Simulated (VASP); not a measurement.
# AgCl (Fm-3m) in VASP: single point with PBEsol

Aim: the single point of AgCl with PBEsol.

Program: VASP 6.6.1. These are calculated values, not measurements. Logs are shortened: lines on timing, memory, paths and dates and some standing lists are left out, and cuts for length are marked.

**Experimental background.**

A printed reference work, data compilation reports, for a bulk crystal of AgCl: band gap 3.249 eV (indirect).

The results are compared with them further down.

## (1) The cell of the first run

The structure is cubic, space group Fm-3m (No. 225). The conventional cell has a = 5.447 Å, b = 5.447 Å, c = 5.447 Å, α = 90.00°, β = 90.00°, γ = 90.00°. Within 3.6 Å of Ag (site symmetry m-3m) lie 6 Cl at 2.72 Å. Cl (site symmetry m-3m) has 6 Ag at 2.72 Å within 3.6 Å.

## (2) Single point, PBEsol

Contents of INCAR:

```
SYSTEM = AgCl
ALGO = Normal
EDIFF = 1E-6
ENCUT = 500
GGA = PS
GGA_COMPAT = .False.
ISIF = 2
ISMEAR = 0
LASPH = .True.
LCHARG = .True.
LELF = .True.
LREAL = .False.
LVHAR = .True.
LWAVE = .False.
NBANDS = 16
NELM = 120
PREC = Accurate
SIGMA = 0.01
```

Contents of KPOINTS:

```
k-points
0
Gamma
  10 10 10
  0 0 0
```

Contents of POSCAR:

```
AgCl
1.0
    0.0000000000      2.7237193930      2.7237193930
    2.7237193930      0.0000000000      2.7237193930
    2.7237193930      2.7237193930      0.0000000000
Ag Cl
1 1
Direct
    0.5000000000      0.5000000000      0.5000000000
    0.0000000000      0.0000000000      0.0000000000
```

Potentials or basis: VASP PAW PBE potentials, release 64 (Ag, Cl).

The run is started by

```sh
$ cat potpaw_PBE.64/Ag/POTCAR potpaw_PBE.64/Cl/POTCAR > POTCAR
$ mpirun -np 1 vasp_std > vasp.out
```

OUTCAR:

```text
SYSTEM = AgCl
   EDIFF = 1E-6
   ENCUT = 500
   GGA = PS
   ISIF = 2
   ISMEAR = 0
   LASPH = .True.
   LREAL = .False.
   NELM = 120
   PREC = Accurate

 ion  position               nearest neighbor table
   1  0.500  0.500  0.500-   2 2.72   2 2.72   2 2.72   2 2.72   2 2.72   2 2.72
   2  0.000  0.000  0.000-   1 2.72   1 2.72   1 2.72   1 2.72   1 2.72   1 2.72

  LATTYP: Found a face centered cubic cell.
 ALAT       =     5.4474387860

  Lattice vectors:

 A1 = (   0.0000000000,   2.7237193930,   2.7237193930)
 A2 = (   2.7237193930,   0.0000000000,   2.7237193930)
 A3 = (   2.7237193930,   2.7237193930,   0.0000000000)

Analysis of symmetry for initial positions (statically):
=====================================================================
 Subroutine PRICEL returns:
 Original cell was already a primitive cell.

 Routine SETGRP: Setting up the symmetry group for a
 face centered cubic supercell.

 Subroutine GETGRP returns: Found 48 space group operations
 (whereof 48 operations were pure point group operations)
 out of a pool of 48 trial point group operations.

The static configuration has the point symmetry O_h .

Analysis of symmetry for dynamics (positions and initial velocities):
=====================================================================
 Subroutine PRICEL returns:
 Original cell was already a primitive cell.

 Routine SETGRP: Setting up the symmetry group for a
 face centered cubic supercell.

 Subroutine GETGRP returns: Found 48 space group operations
 (whereof 48 operations were pure point group operations)
 out of a pool of 48 trial point group operations.

The dynamic configuration has the point symmetry O_h .

 Subroutine INISYM returns: Found 48 space group operations
 (whereof 48 operations are pure point group operations),
 and found     1 'primitive' translations

----------------------------------------------------------------------------------------

                                     Primitive cell

  volume of cell :      40.4126

  direct lattice vectors                    reciprocal lattice vectors
     0.000000000  2.723719393  2.723719393    -0.183572508  0.183572508  0.183572508
     2.723719393  0.000000000  2.723719393     0.183572508 -0.183572508  0.183572508
     2.723719393  2.723719393  0.000000000     0.183572508  0.183572508 -0.183572508

  length of vectors
     3.851920906  3.851920906  3.851920906     0.317956911  0.317956911  0.317956911

  position of ions in fractional coordinates (direct lattice)
     0.500000000  0.500000000  0.500000000
     0.000000000  0.000000000  0.000000000

  ion indices of the primitive-cell ions
   primitive index   ion index
                 1           1
                 2           2

----------------------------------------------------------------------------------------

 KPOINTS: k-points

Automatic generation of k-mesh.
 Grid dimensions read from file:
 generate k-points for:   10   10   10

 Generating k-lattice:

  Cartesian coordinates                     Fractional coordinates (reciprocal lattice)
    -0.018357251  0.018357251  0.018357251     0.100000000  0.000000000  0.000000000
     0.018357251 -0.018357251  0.018357251     0.000000000  0.100000000  0.000000000
     0.018357251  0.018357251 -0.018357251     0.000000000  0.000000000  0.100000000

  Length of vectors
     0.031795691  0.031795691  0.031795691

  Shift w.r.t. Gamma in fractional coordinates (k-lattice)
     0.000000000  0.000000000  0.000000000

 Subroutine IBZKPT returns following result:
 ===========================================

 Found     47 irreducible k-points:

 Following reciprocal coordinates:
            Coordinates               Weight
  0.000000  0.000000  0.000000      1.000000
  0.100000  0.000000  0.000000      8.000000
  0.200000  0.000000  0.000000      8.000000
  0.300000  0.000000  0.000000      8.000000
  0.400000  0.000000  0.000000      8.000000
  0.500000  0.000000  0.000000      4.000000
[... 16 lines left out ...]
  0.300000  0.300000  0.000000      6.000000
  0.400000  0.300000  0.000000     24.000000
 [... further k-points ...]
   k-points           NKPTS =     47   k-points in BZ     NKDIM =     47   number of bands    NBANDS=     16
   number of dos      NEDOS =    301   number of ions     NIONS =      2
   total plane-waves  NPLWV =  21952
   dimension x,y,z NGX =    28 NGY =   28 NGZ =   28
   dimension x,y,z NGXF=    56 NGYF=   56 NGZF=   56
   ions per type =               1   1
   NGX,Y,Z   is equivalent  to a cutoff of  12.08, 12.08, 12.08 a.u.
   NGXF,Y,Z  is equivalent  to a cutoff of  24.17, 24.17, 24.17 a.u.
 SYSTEM =  AgCl
   PREC   = accura    normal or accurate (medium, high low for compatibility)
   ISTART =      0    job   : 0-new  1-cont  2-samecut
   ICHARG =      2    charge: 1-file 2-atom 10-const
   ISPIN  =      1    spin polarized calculation?
   LNONCOLLINEAR =      F non collinear calculations
   LSORBIT =      F    spin-orbit coupling
   LASPH  =      T    aspherical Exc in radial PAW
   ENCUT  =  500.0 eV  36.75 Ry    6.06 a.u.   7.02  7.02  7.02*2*pi/ulx,y,z
   NELM   =    120;   NELMIN=  2; NELMDL= -5     # of ELM steps
   EDIFF  = 0.1E-05   stopping-criterion for ELM
   LREAL  =      F    real-space projection
   EDIFFG = 0.1E-04   stopping-criterion for IOM
   NSW    =      0    number of steps for IOM
   IBRION =     -1    ionic relax: 0-MD 1-quasi-New 2-CG
   NFREE  =      0    steps in history (QN), initial steepest desc. (CG)
   ISIF   =      2    stress and relaxation
   ISYM   =      2    0-nonsym 1-usesym 2-fastsym
   POTIM  = 0.5000    time-step for ionic-motion
   TEBEG  =    0.0;   TEEND  =   0.0 temperature during run
   PSTRESS=    0.0 pullay stress
   NELECT =      18.0000    total number of electrons
   NUPDOWN=      -1.0000    fix difference up-down
   EMIN   =  10.00;   EMAX   =-10.00  energy-range for DOS
   EFERMI =   0.00;   METHOD = LEGACY
   ISMEAR =     0;   SIGMA  =   0.01  broadening in eV -4-tet -1-fermi 0-gaus
   EFERMI_NEDOS =   21; number of points for ismear=-14 and -15
   IALGO  =     38    algorithm
   IMIX   =      4    mixing-type and parameters
     AMIX     =   0.40;   BMIX     =  1.00
     AMIX_MAG =   1.60;   BMIX_MAG =  1.00
  volume/ion in A,a.u.               =      20.21       136.36
  Fermi-wavevector in a.u.,A,eV,Ry     =   1.250240  2.362611 21.267259  1.563099
  Thomas-Fermi vector in A             =   2.384243
   LORBIT       =      0    0 simple, 1 ext, 2 COOP (PROOUT), +10 PAW based schemes
   GGA     = PS    functional components
   LHFCALC =     F    Hartree Fock is set to
   AEXX    =    0.0000 exact exchange contribution
   IVDW    =     0    specifies the selected vdW correction
   LEPSILON=     F    determine dielectric tensor
   LRPA    =     F    only Hartree local field effects (RPA)
 non-spin polarized calculation
 Gauss-broadening in eV      SIGMA  =   0.01
  energy-cutoff  :      500.00
  volume of cell :       40.41
 maximum number of plane-waves:      1037
   NGX = 13   NGY = 13   NGZ = 13

 number of electron      18.0000004 magnetization

 Free energy of the ion-electron system (eV)
  ---------------------------------------------------
  ext. energy  EPLUGINS =         0.00000000
  ---------------------------------------------------
  free energy    TOTEN  =        -6.06103615 eV

  energy without entropy =       -6.06103615  energy(sigma->0) =       -6.06103615

 E-fermi :   4.5067     XC(G=0): -10.5000

 val. band max:        4.4181566760   @ k =   0.5000   0.0000   0.0000
 cond. band min:       5.1401733790   @ k =   0.0000   0.0000   0.0000
 fundamental gap:      0.7220167029
 Fermi energy:         4.5066526412

 k-point     1 :       0.0000    0.0000    0.0000
  band No.  band energies     occupation
      1     -11.1011      2.00000
      2       1.7086      2.00000
      3       1.7086      2.00000
      4       1.7086      2.00000
      5       1.7517      2.00000
      6       1.7517      2.00000
[... 8 lines left out ...]
     15      17.8992      0.00000
     16      17.8992      0.00000

 k-point     2 :       0.1000    0.0000    0.0000
  band No.  band energies     occupation
      1     -11.0549      2.00000
      2       1.1494      2.00000
      3       1.1552      2.00000
      4       1.1552      2.00000
      5       1.7511      2.00000
      6       1.7511      2.00000
[... 8 lines left out ...]
     15      16.6417      0.00000
     16      17.0061      0.00000

 k-point     3 :       0.2000    0.0000    0.0000
  band No.  band energies     occupation
      1     -10.9300      2.00000
      2       0.2444      2.00000
      3       0.6107      2.00000
      4       0.6107      2.00000
      5       1.8538      2.00000
      6       1.8538      2.00000
[... 8 lines left out ...]
     15      16.4188      0.00000
     16      16.9988      0.00000

 k-point     4 :       0.3000    0.0000    0.0000
  band No.  band energies     occupation
      1     -10.7667      2.00000
      2      -0.5904      2.00000
      3       0.1988      2.00000
      4       0.1988      2.00000
      5       1.9854      2.00000
      6       1.9854      2.00000
[... 8 lines left out ...]
     15      16.9424      0.00000
     16      17.0461      0.00000
[... 324 lines left out ...]
 k-point    22 :      -0.2000    0.2000    0.0000
  band No.  band energies     occupation
      1     -10.7281      2.00000
      2      -0.6370      2.00000
      3       0.0501      2.00000
      4       0.5345      2.00000
      5       1.9293      2.00000
      6       2.0742      2.00000
[... 8 lines left out ...]
     15      18.5047      0.00000
     16      19.4573      0.00000

 k-point    23 :       0.3000    0.3000    0.0000
  band No.  band energies     occupation
      1     -10.7185      2.00000
      2      -0.6295      2.00000
      3       1.0030      2.00000
      4       1.0030      2.00000
      5       1.4510      2.00000
      6       1.8944      2.00000
[... 8 lines left out ...]
     15      19.1866      0.00000
     16      20.9971      0.00000

 k-point    24 :       0.4000    0.3000    0.0000
  band No.  band energies     occupation
      1     -10.6358      2.00000
      2      -0.6446      2.00000
      3       0.6512      2.00000
      4       0.7634      2.00000
      5       1.5671      2.00000
      6       2.0937      2.00000
[... 8 lines left out ...]
     15      19.4260      0.00000
     16      20.4227      0.00000

 [... further k-points ...]
[... 5 lines left out ...]
  --------------------------------------------------------------------------------------
  -------------------------------------------------------------------------------------
  Total       -0.0234560     -0.0234560     -0.0234560      0.0000000      0.0000000      0.0000000
  in kB       -0.9299247     -0.9299247     -0.9299247      0.0000000      0.0000000      0.0000000
  external PRESSURE =      -0.9299247 kB  Pullay stress =       0.0000000 kB

 VOLUME and BASIS-vectors are now :
 -----------------------------------------------------------------------------
  energy-cutoff  :      500.00
  volume of cell :       40.41
      direct lattice vectors                 reciprocal lattice vectors
     0.000000000  2.723719393  2.723719393    -0.183572508  0.183572508  0.183572508
     2.723719393  0.000000000  2.723719393     0.183572508 -0.183572508  0.183572508
     2.723719393  2.723719393  0.000000000     0.183572508  0.183572508 -0.183572508

 POSITION                                       TOTAL-FORCE (eV/Angst)
 -----------------------------------------------------------------------------------
      2.72372      2.72372      2.72372         0.000000     -0.000000      0.000000
      0.00000      0.00000      0.00000        -0.000000      0.000000     -0.000000
 -----------------------------------------------------------------------------------
    total drift:                                0.000000      0.000000      0.000000

  FREE ENERGIE OF THE ION-ELECTRON SYSTEM (eV)
  ---------------------------------------------------
  free  energy   TOTEN  =        -6.0610361515 eV

  energy  without entropy=       -6.0610361515  energy(sigma->0) =       -6.06103615
```

Run time: 15 s. Hardware: 1 thread of AMD EPYC 9R45 (Zen 5), shared host; peak memory 0.14 GiB.

Results:

```yaml
Free_energy: -6.0610 eV
Pressure: -0.1 GPa
Band_gap_on_the_k_mesh: 0.72 eV (least direct gap 3.16 eV)
```

Levels at points of the mesh, in eV from the valence-band top:
```csv
k point,band 7,band 8,band 9,band 10,band 11,band 12
"(0.00, 0.00, 0.00)",-2.56,-2.56,-2.56,0.72,10.73,10.73
"(0.50, 0.00, 0.00)",-1.94,0.00,0.00,3.88,6.74,7.42
"(0.50, 0.50, 0.00)",-2.14,-2.14,-2.02,2.14,7.78,8.64
```

Caveat: semilocal functionals underestimate gaps, and a narrow one can read as zero; the PAW data sets were made with another functional, which shifts forces and pressure a little.

## (3) Against experiment

Step 2. Against the measured gap of AgCl, 3.249 eV (indirect; a printed reference work, data compilation), the calculated 0.72 eV is off by -2.53 eV. So large a miss can be the level of theory's own, or it may mean another phase, state or a wrong row. Spin-orbit coupling on Ag is left out. The value is that of PBEsol on a finite k mesh, which can miss the band edges, without temperature or zero-point motion. Semilocal functionals fall short of measured gaps as a rule.
